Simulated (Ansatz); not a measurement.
# PbSe in Ansatz: reference runs

How does PbSe come out in PBE? The cell is run as given and disturbed.

All numbers are computed with Ansatz 0.2.0; they aren't measurements. Logs are shortened: lines on timing, memory, paths and dates and some standing lists are left out, and cuts for length are marked.

## Step 1: The slab as given

The cell holds a slab with vacuum, 4 atoms: a = 4.415 Å, b = 4.415 Å, c = 12.399 Å, α = 100.23°, β = 100.23°, γ = 90.13°.

## Step 2: Single point, PBE

Input file input.yaml:

```yaml
crystal:
  lattice:
    - [4.4148899595, 0.0, 0.0]
    - [-0.0103110241, 4.4148779187, 0.0]
    - [-2.2022894676, -2.2074389594, 12.000799]
  atoms:
    - { symbol: Pb, position: [0.80684, 0.807304, 0.618443] }
    - { symbol: Pb, position: [0.185454, 0.19981, 0.382376] }
    - { symbol: Se, position: [0.287332, 0.323146, 0.623194] }
    - { symbol: Se, position: [0.684266, 0.699895, 0.377965] }
hamiltonian:
  xc: pbe
  pseudopotentials: { kind: paw }
kpoints:
  mp_grid: { grid: [6, 6, 3] }
scf:
  occupations: { method: fermi_dirac, width: 0.05 }
output:
  forces: true
  stress: true
  eigenvalues: true
  write_density: true
  write_potential: true
  elf: true
  volumetric_format: npy
```

Potentials or basis: Ansatz PAW.

On the command line:

```console
ansatz run input.yaml --threads 2 --pin off --max-ram 5120MiB --backend cpu --events-out ev --progress --plain --runs-dir out
```

What it wrote:

```text
Warning: RAYON_NUM_THREADS=2 ignored (pool sized by the plan → 2); use --threads N
Engine: ansatz 0.2.0, aarch64-unknown-linux-gnu
Pseudopotentials: kind: paw
Pseudopotential: Pb, paw, valence charge 14, recommended cutoff 420 eV (normal), Pb.paw.azcp
Pseudopotential: Se, paw, valence charge 16, recommended cutoff 420 eV (normal), Se.paw.azcp
Functional definition: PBE
  parameter kappa = 0.804
  parameter beta = 0.06672455060314922
  exchange = pbe_x(kappa = kappa, mu = beta*pi^2/3)
  correlation = pbe_c(beta = beta)
Crystal: 4 atoms, lattice volume = 233.910 Å³
Basis set: ecut = 420 eV, 4609 PW (Γ), exchange–correlation on 60×60×180 points (8 copies of the dense FFT grid, shifted against one another)
Bands: 36, of which v1, the nominal top of the filled ones, is band 30 counted from 1 (29 counted from 0)
Symmetry: 1 space group operations
Space group: P1 (ITA 1), of the structure as read, at distance tolerance 6.2e-5 Å
k-points: 56 of 108 (time reversal used)
Non-local potential: Pb, projectors of the file, l = 0: 2, l = 1: 2, l = 2: 2, l = 3: 2
Non-local potential: Se, projectors of the file, l = 0: 2, l = 1: 2, l = 2: 3, l = 3: 1
PAW form: soft (Blöchl's): semilocal exchange-correlation on the pseudo side does not see the compensation charge
PAW one-centre angular grid: Pb, 590 points (default); XC on 64 Gauss nodes
PAW one-centre angular grid: Se, 590 points (default); XC on 64 Gauss nodes
Initial density: superposition of atomic densities (neutral atoms: chi_scale 0, normalization atom), corrected by the library's trained network
Initial wavefunctions: pseudopotential atomic-orbital guess
Functional: x = pbe(κ = 0.804, μ = 0.2195149727645171), c = pbe(β = 0.06672455060314922)
SCF iter   1: F=—  HF=-34752.939775 eV  |F-HF|=—  |Δ(HF+E_count)|=         —  Δρ=1.23e-3  dr2=1.41e-2  ethr=1.77e-3  ⟨swp⟩=7.6  Hψ=8883  notcnv=0
preconditioner: auto → Resta (q_TF=auto, 2.175 Å⁻¹)  ε∞=2.2  [insulator: Δε(μ)=1.574 eV  Ē_g=14.105 eV  σ=0.050 eV  W_gap=1.00  n_scr=44 (ndim 8)  ℏωp=15.4 eV  f_vac=0.462  D(μ)=0.00/eV (n_scr^D=0)  ε∞_Penn≈2.2  vacuum switching on, ρ_ref=1.4e-2 e/Å³]
SCF iter   2: F=—  HF=-34752.935124 eV  |F-HF|=—  |Δ(HF+E_count)|=   4.65e-3  Δρ=6.24e-4  dr2=1.88e-3  ethr=2.36e-5  ⟨swp⟩=2.2  Hψ=3570  notcnv=0  defer=28
SCF iter   3: F=—  HF=-34752.934971 eV  |F-HF|=—  |Δ(HF+E_count)|=   1.54e-4  Δρ=2.04e-4  dr2=2.73e-4  ethr=3.13e-6  ⟨swp⟩=3.0  Hψ=3748  notcnv=0  defer=28
SCF iter   4: F=—  HF=-34752.934988 eV  |F-HF|=—  |Δ(HF+E_count)|=   1.73e-5  Δρ=6.66e-5  dr2=1.39e-5  ethr=4.55e-7  ⟨swp⟩=2.0  Hψ=2333  notcnv=0  defer=28
SCF iter   5: F=—  HF=-34752.935040 eV  |F-HF|=—  |Δ(HF+E_count)|=   5.24e-5  Δρ=3.09e-5  dr2=1.10e-5  ethr=2.32e-8  ⟨swp⟩=2.0  Hψ=3630  notcnv=0  defer=28
SCF iter   6: F=—  HF=-34752.935039 eV  |F-HF|=—  |Δ(HF+E_count)|=   1.16e-6  Δρ=1.54e-5  dr2=1.80e-6  ethr=1.83e-8  ⟨swp⟩=2.0  Hψ=2232  notcnv=0  defer=28
SCF iter   7: F=-34752.935039 eV  HF=-34752.935039 eV  |F-HF|=3.37e-8  |Δ(HF+E_count)|=   3.36e-7  Δρ=5.53e-6  dr2=8.74e-8  ethr=1.67e-10  ⟨swp⟩=12.4  Hψ=15816  notcnv=0
SCF 1 converged in 7 iterations: F = -34752.935039 eV  dr2 = 8.74e-8
WARN: The output density's exchange-correlation potential varies sharply where the density is thin. Do not read a vacuum level from v_tot or v_xc, or from such a field of the output density. On a cell that repeats whose density bears no net charge and no dipole along the vacuum's axis use v_es (v_loc + v_h of the components); under efield.dipole_correction with no amplitude use v_es + v_field, which holds any external_charges[].barrier, or the levels of the report's work_function block, which leave it out; under a non-zero efield.amplitude the vacuum is tilted and has no level; on a cell that repeats and bears such a dipole with no correction it is tilted too, and efield.dipole_correction with no amplitude gives each side of its ramp a level where efield: is served; in a cell that repeats whose density bears a net charge (total_charge, or a fill off its count) it is curved and has none; of a slab under crystal.periodic whose density bears no net charge use v_es, which has a level on each side, short of where the two are joined; of another it falls or rises all the way out and has none; of a slab beside external_charges read slab_vacuum_level instead, which it has where they leave it neutral. The grid or the basis barely resolves most such structure, and the values can differ between equally converged runs; as a rule a tighter scf.convergence.dr2_threshold does not remove it. Where the density itself ripples (under the LDA too) a higher basis.ecutwfc lessens it. The files hold the spikes' plane waves up to the density's cutoff. Files: v_tot_of_output_density and the like, and their columns of v_z.tsv (output.write_potential); v_xc_of_output_density and the like, and their columns of v_comp_z.tsv (output.write_potential_components). Measured: with its Gaussian average of σ = 0.25 Å subtracted twice, the exchange-correlation potential is over 0.1 eV at 7769 of the grid points where the equally averaged density (valence and model cores) is under 1e-3 e/Å³, and 1.10 eV at the most among them, at an averaged density of 2.4e-5 e/Å³. The input density's (outcome.potential() and, of a run that writes arrays, v_tot and v_xc) is over 0.1 eV, so measured, at 7151 points of its own thin density, 1.34 eV at the most. See output.write_potential in the manual, Limitations
SCF converged after 7 iterations
Free energy (F): -34752.935039 eV
Harris-Foulkes:  -34752.935039 eV  (|F-HF|=3.37e-8)
Internal energy: -34752.935039 eV  (E = F + TS)
E sigma→0 (E₀):  -34752.935039 eV
Entropy (-TS):   -0.000000 eV (-0.000 meV/atom)
Fermi energy:    2.527143 eV
--- Per-component energies (eV) ---
  E_band       = -1246.341606
  E_kinetic    = 809.352322
  E_local      = -17621.230951  (includes V_loc(G=0)·N_el)
  E_nonlocal   = -491.806695
  E_hartree    = 8371.472925
  E_xc         = -649.350883
  E_vxc        = -459.947888  (∫ρ·V_xc dr)
  E_paw        = -24630.326568  (= ΣΔE_a)
  E_vpaw       = -225.655043  (= ΣTr[D̂ρ^β])
  E_aug_tail   = -0.001052  (compensation charges beyond the density's cutoff)
  E_ewald      = -541.044138
  E_smearing   = -0.000000  (= −TS)
  E_closure    = -0.000000  (closes the sum)
  Σ components = -34752.935039   (vs F -34752.935039, Δ=0.00e0)
--- Forces (eV/Å), atoms counted from 1 ---
  atom   1  Pb    -0.02269350     0.02646462    -0.22649730
  atom   2  Pb     0.00309585    -0.01255449     0.24961232
  atom   3  Se     0.08939620    -0.01337653    -0.20192532
  atom   4  Se    -0.06979183    -0.00053896     0.17878702
  max |Σ_I F_I| component: 2.33e-5 eV/Å
--- Stress (GPa, compression-positive) ---
       -0.213877       0.011957       0.135440
        0.011957      -0.218786       0.024913
        0.135440       0.024913      -0.845800
  P = ⅓ Tr σ = -0.4262 GPa (-4.262 kbar)
--- Band table (eV; the first three rows and the last of 56) ---
  k-point 0: bands = ["-44.7388", "-44.7375", "-44.7352", "-44.7349", "-44.7339", "-44.7332", "-44.7322", "-44.7319", "-44.7301", "-44.7293", "-14.6767", "-14.5984", "-14.5915", "-14.5859", "-14.5856", "-14.5774", "-14.5734", "-14.5549", "-14.5496", "-14.5471", "-10.7766", "-9.8094", "-5.2235", "-4.4795", "-1.0675", "-0.4826", "-0.4657", "0.4400", "0.4545", "1.3208", "3.8414", "5.6029", "6.3262", "6.5433", "6.7252", "6.8198"]
  k-point 1: bands = ["-44.7388", "-44.7375", "-44.7352", "-44.7349", "-44.7339", "-44.7332", "-44.7322", "-44.7319", "-44.7301", "-44.7293", "-14.6767", "-14.5984", "-14.5915", "-14.5859", "-14.5856", "-14.5774", "-14.5734", "-14.5549", "-14.5496", "-14.5471", "-10.7766", "-9.8094", "-5.2235", "-4.4795", "-1.0660", "-0.4826", "-0.4657", "0.4400", "0.4546", "1.3186", "3.7637", "6.0419", "6.3261", "6.5421", "6.7252", "6.8200"]
  k-point 2: bands = ["-44.7388", "-44.7375", "-44.7352", "-44.7349", "-44.7339", "-44.7332", "-44.7322", "-44.7319", "-44.7301", "-44.7293", "-14.6660", "-14.5943", "-14.5913", "-14.5874", "-14.5855", "-14.5823", "-14.5685", "-14.5580", "-14.5510", "-14.5483", "-10.6559", "-9.7769", "-5.5119", "-4.8205", "-0.9408", "-0.2614", "-0.1735", "0.6188", "0.8180", "1.2563", "3.8119", "5.3362", "5.7650", "5.8646", "6.0834", "6.5266"]
  k-point 55: bands = ["-44.7388", "-44.7375", "-44.7353", "-44.7349", "-44.7338", "-44.7332", "-44.7322", "-44.7318", "-44.7301", "-44.7293", "-14.6670", "-14.6604", "-14.5972", "-14.5968", "-14.5789", "-14.5704", "-14.5546", "-14.5522", "-14.5508", "-14.5332", "-9.6376", "-9.6327", "-5.3437", "-5.3374", "-2.0688", "-2.0507", "-0.9190", "-0.9077", "0.4469", "0.4588", "5.2744", "5.2955", "6.9081", "6.9271", "7.2541", "7.2875"]
```

Wall time 25 s (2 threads of Arm Neoverse V1, shared host); peak memory 0.65 GiB.

Results:

```yaml
Free_energy: -34752.9350 eV
Largest_force: 0.250 eV/Å
Band_gap_on_the_k_mesh: 1.56 eV, direct
```

Forces on the atoms (eV/Å):
```
Pb  -0.023  0.026 -0.226
Pb   0.003 -0.013  0.250
Se   0.089 -0.013 -0.202
Se  -0.070 -0.001  0.179
```

Levels at points of the mesh, in eV from the valence-band top:
| k point | band 26 | band 27 | band 28 | band 29 | band 30 | band 31 | band 32 | band 33 | band 34 | band 35 |
| --- | --- | --- | --- | --- | --- | --- | --- | --- | --- | --- |
| (0.00, 0.00, 0.00) | -2.22 | -2.20 | -1.30 | -1.28 | -0.42 | 2.10 | 3.87 | 4.59 | 4.81 | 4.99 |
| (0.00, -0.50, 0.00) | -1.60 | -0.84 | -0.79 | -0.04 | 0.00 | 1.56 | 1.61 | 2.52 | 2.58 | 2.92 |
| (-0.50, 0.00, 0.00) | -1.55 | -0.88 | -0.75 | -0.04 | -0.02 | 1.58 | 1.60 | 2.46 | 2.63 | 2.88 |
| (-0.50, -0.50, 0.00) | -3.79 | -2.66 | -2.64 | -1.29 | -1.28 | 3.53 | 3.56 | 5.17 | 5.20 | 5.53 |

Caveat: odd divisions of the mesh miss points on the zone boundary, where band edges often lie, so the gap on the mesh can be too wide; spin-orbit coupling is left out, which as a rule narrows the gap of such compounds by several tenths of an eV.

## Step 3: Single point, PBE (atoms moved at random, drawn with an rms of 0.05 Å)

Edit input.yaml of step 2 so:

```diff
@@ -6,6 +6,6 @@
   atoms:
-    - { symbol: Pb, position: [0.80684, 0.807304, 0.618443] }
-    - { symbol: Pb, position: [0.185454, 0.19981, 0.382376] }
-    - { symbol: Se, position: [0.287332, 0.323146, 0.623194] }
-    - { symbol: Se, position: [0.684266, 0.699895, 0.377965] }
+    - { symbol: Pb, position: [0.814792, 0.808265, 0.622563] }
+    - { symbol: Pb, position: [0.174842, 0.206131, 0.381697] }
+    - { symbol: Se, position: [0.284042, 0.330539, 0.625276] }
+    - { symbol: Se, position: [0.679831, 0.687897, 0.378753] }
 hamiltonian:
```

Potentials or basis: Ansatz PAW.

On the command line:

```console
ansatz run input.yaml --threads 2 --pin off --max-ram 5120MiB --backend cpu --events-out ev --progress --plain --runs-dir out
```

Run time: 24 s. Hardware: 2 threads of Arm Neoverse V1, shared host; peak memory 0.65 GiB.

The run converged. Its results:

```
Free energy            : -34752.9083 eV
Largest force          : 0.364 eV/Å
Band gap on the k mesh : 1.51 eV, direct
```

Forces in eV/Å, atoms in the order of the input:
```
Pb  -0.063  0.049 -0.355
Pb   0.020 -0.023  0.350
Se   0.104 -0.093 -0.256
Se  -0.061  0.067  0.260
```

Stress tensor (GPa, compression positive):
```
-0.21 -0.08  0.08
-0.08 -0.23 -0.09
 0.08 -0.09 -1.22
```

Levels at points of the mesh, in eV from the valence-band top:
| k point | band 27 | band 28 | band 29 | band 30 | band 31 | band 32 | band 33 | band 34 |
| --- | --- | --- | --- | --- | --- | --- | --- | --- |
| (0.00, 0.00, 0.00) | -2.20 | -1.34 | -1.33 | -0.44 | 2.00 | 3.77 | 4.38 | 4.71 |
| (0.00, -0.50, 0.00) | -0.94 | -0.77 | -0.08 | 0.00 | 1.51 | 1.59 | 2.45 | 2.64 |
| (-0.50, 0.00, 0.00) | -0.95 | -0.77 | -0.08 | 0.00 | 1.51 | 1.56 | 2.45 | 2.65 |
| (-0.50, -0.50, 0.00) | -2.71 | -2.68 | -1.32 | -1.29 | 3.39 | 3.42 | 5.16 | 5.19 |

Caveat: odd divisions of the mesh miss points on the zone boundary, where band edges often lie, so the gap on the mesh can be too wide; spin-orbit coupling is left out, which as a rule narrows the gap of such compounds by several tenths of an eV.
